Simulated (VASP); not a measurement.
# SnSe2 (P-3m1) in VASP: single point with PBE

Aim: the single point of SnSe2 with PBE.

Program: VASP 6.6.1. These are calculated values, not measurements. Logs are shortened: lines on timing, memory, paths and dates and some standing lists are left out, and cuts for length are marked.

### Step 1. The structure

The structure is trigonal, space group P-3m1 (No. 164). The conventional cell has a = 3.811 Å, b = 3.811 Å, c = 6.137 Å, α = 90.00°, β = 90.00°, γ = 120.00°. Around Sn (site symmetry -3m) lie 6 Se at 2.68 Å. Se (site symmetry 3m) has 3 Sn at 2.68 Å as nearest neighbours.

### Step 2. Single point, PBE

INCAR

```
ALGO = Normal
EDIFF = 1E-7
ENCUT = 520
GGA = PE
ISIF = 2
ISMEAR = -1
LASPH = True
LCHARG = False
LREAL = False
LWAVE = False
NBANDS = 20
NELM = 100
PREC = Accurate
SIGMA = 0.02
```

KPOINTS

```
k-points
0
Gamma
  8 8 5
```

POSCAR

```
SnSe2
1.0
    3.8109987816      0.0000000000      0.0000000000
   -1.9054993908      3.3004217586      0.0000000000
    0.0000000000      0.0000000000      6.1370000000
Sn Se
1 2
Direct
    0.0000000000      0.0000000000      0.0000000000
    0.3333333333      0.6666666667      0.2500000000
    0.6666666667      0.3333333333      0.7500000000
```

Potentials or basis: VASP PAW PBE potentials, release 64 (Sn_d, Se).

Run with:

```
> cat potpaw_PBE.64/Sn_d/POTCAR potpaw_PBE.64/Se/POTCAR > POTCAR
> mpirun -np 1 vasp_std > vasp.out
```

OUTCAR:

```text
EDIFF = 1E-7
   ENCUT = 520
   GGA = PE
   ISIF = 2
   ISMEAR = -1
   LASPH = True
   LREAL = False
   NELM = 100
   PREC = Accurate

 ion  position               nearest neighbor table
   1  0.000  0.000  0.000-   2 2.68   3 2.68   2 2.68   3 2.68   3 2.68   2 2.68
   2  0.333  0.667  0.250-   1 2.68   1 2.68   1 2.68
   3  0.667  0.333  0.750-   1 2.68   1 2.68   1 2.68

  LATTYP: Found a hexagonal cell.
 ALAT       =     3.8109987816
 C/A-ratio  =     1.6103390087

  Lattice vectors:

 A1 = (   3.8109987816,   0.0000000000,   0.0000000000)
 A2 = (  -1.9054993908,   3.3004217586,   0.0000000000)
 A3 = (   0.0000000000,   0.0000000000,   6.1370000000)

Analysis of symmetry for initial positions (statically):
=====================================================================
 Subroutine PRICEL returns:
 Original cell was already a primitive cell.

 Routine SETGRP: Setting up the symmetry group for a
 hexagonal supercell.

 Subroutine GETGRP returns: Found 12 space group operations
 (whereof 12 operations were pure point group operations)
 out of a pool of 24 trial point group operations.

The static configuration has the point symmetry D_3d.

Analysis of symmetry for dynamics (positions and initial velocities):
=====================================================================
 Subroutine PRICEL returns:
 Original cell was already a primitive cell.

 Routine SETGRP: Setting up the symmetry group for a
 hexagonal supercell.

 Subroutine GETGRP returns: Found 12 space group operations
 (whereof 12 operations were pure point group operations)
 out of a pool of 24 trial point group operations.

The dynamic configuration has the point symmetry D_3d.

 Subroutine INISYM returns: Found 12 space group operations
 (whereof 12 operations are pure point group operations),
 and found     1 'primitive' translations

----------------------------------------------------------------------------------------

                                     Primitive cell

  volume of cell :      77.1906

  direct lattice vectors                    reciprocal lattice vectors
     3.810998782  0.000000000  0.000000000     0.262398405  0.151495789  0.000000000
    -1.905499391  3.300421759  0.000000000     0.000000000  0.302991579  0.000000000
     0.000000000  0.000000000  6.137000000     0.000000000  0.000000000  0.162946065

  length of vectors
     3.810998782  3.810998782  6.137000000     0.302991579  0.302991579  0.162946065

  position of ions in fractional coordinates (direct lattice)
[... 68 lines left out ...]
   ions per type =               1   2
   NGX,Y,Z   is equivalent  to a cutoff of  12.21, 12.21, 13.00 a.u.
   NGXF,Y,Z  is equivalent  to a cutoff of  24.43, 24.43, 26.01 a.u.
 SYSTEM =  unknown system
   PREC   = accura    normal or accurate (medium, high low for compatibility)
   ISTART =      0    job   : 0-new  1-cont  2-samecut
   ICHARG =      2    charge: 1-file 2-atom 10-const
   ISPIN  =      1    spin polarized calculation?
   LNONCOLLINEAR =      F non collinear calculations
   LSORBIT =      F    spin-orbit coupling
   LASPH  =      T    aspherical Exc in radial PAW
   ENCUT  =  520.0 eV  38.22 Ry    6.18 a.u.   7.09  7.09 11.41*2*pi/ulx,y,z
   NELM   =    100;   NELMIN=  2; NELMDL= -5     # of ELM steps
   EDIFF  = 0.1E-06   stopping-criterion for ELM
   LREAL  =      F    real-space projection
[... 7 lines left out ...]
   TEBEG  =    0.0;   TEEND  =   0.0 temperature during run
   PSTRESS=    0.0 pullay stress
   NELECT =      26.0000    total number of electrons
   NUPDOWN=      -1.0000    fix difference up-down
   EMIN   =  10.00;   EMAX   =-10.00  energy-range for DOS
   EFERMI =   0.00;   METHOD = LEGACY
   ISMEAR =    -1;   SIGMA  =   0.02  broadening in eV -4-tet -1-fermi 0-gaus
   EFERMI_NEDOS =   21; number of points for ismear=-14 and -15
   IALGO  =     38    algorithm
   IMIX   =      4    mixing-type and parameters
     AMIX     =   0.40;   BMIX     =  1.00
     AMIX_MAG =   1.60;   BMIX_MAG =  1.00
  volume/ion in A,a.u.               =      25.73       173.64
  Fermi-wavevector in a.u.,A,eV,Ry     =   1.139054  2.152501 17.652812  1.297445
  Thomas-Fermi vector in A             =   2.275758
   LORBIT       =      0    0 simple, 1 ext, 2 COOP (PROOUT), +10 PAW based schemes
   GGA     = PE    functional components
   LHFCALC =     F    Hartree Fock is set to
   AEXX    =    0.0000 exact exchange contribution
   IVDW    =     0    specifies the selected vdW correction
   LEPSILON=     F    determine dielectric tensor
   LRPA    =     F    only Hartree local field effects (RPA)
 non-spin polarized calculation
  energy-cutoff  :      520.00
  volume of cell :       77.19
 maximum number of plane-waves:      2095
   NGX = 15   NGY = 15   NGZ = 23

 number of electron      26.0000006 magnetization

 Free energy of the ion-electron system (eV)
  ---------------------------------------------------
  ext. energy  EPLUGINS =         0.00000000
  ---------------------------------------------------
  free energy    TOTEN  =       -11.75633714 eV

  energy without entropy =      -11.75633714  energy(sigma->0) =      -11.75633714

 E-fermi :   4.5690     XC(G=0):  -9.4588

 val. band max:        4.1715167067   @ k =   0.1250   0.0000   0.0000
 cond. band min:       4.9649267689   @ k =   0.5000   0.0000   0.4000
 fundamental gap:      0.7934100622
 Fermi energy:         4.5689763685

 k-point     1 :       0.0000    0.0000    0.0000
  band No.  band energies     occupation
      1     -17.0932      2.00000
      2     -17.0932      2.00000
      3     -17.0544      2.00000
      4     -17.0397      2.00000
      5     -17.0397      2.00000
      6      -9.8099      2.00000
[... 541 lines left out ...]
     19      11.5946      0.00000
     20      13.9543      0.00000

 [... further k-points ...]
[... 5 lines left out ...]
  --------------------------------------------------------------------------------------
  -------------------------------------------------------------------------------------
  Total        2.3702582      2.3702582      3.0029334     -0.0000000      0.0000000      0.0000000
  in kB       49.1973679     49.1973679     62.3292504     -0.0000000      0.0000000      0.0000000
  external PRESSURE =      53.5746620 kB  Pullay stress =       0.0000000 kB

 VOLUME and BASIS-vectors are now :
 -----------------------------------------------------------------------------
  energy-cutoff  :      520.00
  volume of cell :       77.19
      direct lattice vectors                 reciprocal lattice vectors
     3.810998782  0.000000000  0.000000000     0.262398405  0.151495789  0.000000000
    -1.905499391  3.300421759  0.000000000     0.000000000  0.302991579  0.000000000
     0.000000000  0.000000000  6.137000000     0.000000000  0.000000000  0.162946065

 POSITION                                       TOTAL-FORCE (eV/Angst)
 -----------------------------------------------------------------------------------
      0.00000      0.00000      0.00000        -0.000000      0.000000      0.000000
     -0.00000      2.20028      1.53425         0.000000      0.000000      0.734607
      1.90550      1.10014      4.60275        -0.000000     -0.000000     -0.734607
 -----------------------------------------------------------------------------------
    total drift:                               -0.000000     -0.000000     -0.000000

  FREE ENERGIE OF THE ION-ELECTRON SYSTEM (eV)
  ---------------------------------------------------
  free  energy   TOTEN  =       -11.7563371385 eV

  energy  without entropy=      -11.7563371384  energy(sigma->0) =      -11.75633714
```

stdout:

```text
POSCAR found type information on POSCAR SnSe
 POSCAR found :  2 types and       3 ions
 scaLAPACK will be used
 LDA part: xc-table for (Slater+PW92), standard interpolation
 POSCAR, INCAR and KPOINTS ok, starting setup
 FFT: planning ... GRIDC
 FFT: planning ... GRID_SOFT
 FFT: planning ... GRID
 WAVECAR not read
 entering main loop
```

Run time: 24 s. Hardware: 1 thread of Intel Xeon 6975P-C (Granite Rapids), shared host; peak memory 0.21 GiB.

Results:

```
Free energy            : -11.7563 eV
Pressure               : 5.4 GPa
Largest force          : 0.735 eV/Å
Band gap on the k mesh : 0.79 eV, indirect (least direct gap 1.09 eV)
```

Forces in eV/Å, atoms in the order of the input:
```
Sn   0.000  0.000  0.000
Se   0.000  0.000  0.735
Se   0.000  0.000 -0.735
```

Levels at points of the mesh, in eV from the valence-band top:
```csv
k point,band 10,band 11,band 12,band 13,band 14,band 15,band 16,band 17
"(0.00, 0.00, 0.00)",-0.68,-0.38,-0.38,-0.01,1.08,2.96,4.64,4.64
"(0.50, 0.00, 0.00)",-2.92,-2.66,-1.22,-0.30,1.16,3.79,5.43,5.46
```

Caveat: spin-orbit coupling is left out, which moves the levels of the heavy elements; an odd mesh through Γ misses points on the zone boundary, where band edges often lie; the cell's inner coordinates are idealised or old, which leaves forces on the atoms; this functional lacks dispersion, which binds the layers, so the pressure and a relaxed spacing across them are unreliable.
